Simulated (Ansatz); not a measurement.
Space group I-4 (No. 82). a = 5.471 Å, b = 5.471 Å, c = 10.924 Å, α = 90.00°, β = 90.00°, γ = 90.00°
| atom | site | symmetry | x | y | z |
| --- | --- | --- | --- | --- | --- |
| Zn | 2d | -4.. | 0.5000 | 0.0000 | 0.2500 |
| Cu | 2a | -4.. | 0.0000 | 0.0000 | 0.0000 |
| Cu | 2c | -4.. | 0.0000 | 0.5000 | 0.2500 |
| Sn | 2b | -4.. | 0.5000 | 0.5000 | 0.0000 |
| S | 8g | 1 | 0.7662 | 0.2417 | 0.1294 |

Equation of state of this ZnCu2SnS4 structure (not necessarily the ground state), with shape and atoms relaxed at each volume where symmetry leaves them free. Theory: DFT PBE, scalar-relativistic, plane waves, PAW in Ansatz.

Plane waves to 420 eV, a k mesh through Γ of 10×10×10 on the computed 8-atom cell and Gaussian smearing (0.10 eV); no spin polarisation.

```
V (Å³/atom) E − E(largest V) (meV/atom) P (GPa) gap on mesh (eV)
     19.212                         3.51     4.87              0.21
     19.825                        -9.90     2.22              0.13
     20.438                       -13.98    -0.01              0.00
     21.051                       -10.26    -1.88              0.00
     21.664                         0.00    -3.44              0.00
```

Problem. Fit a third-order Birch–Murnaghan equation to E(V).

Solution. V0 = 20.43 Å³/atom, B0 = 68 GPa, B0' = 4.9.

Cost: 5 runs of about 25 core-minutes in all, on Intel Xeon Platinum 8488C (Sapphire Rapids) (shared hosts).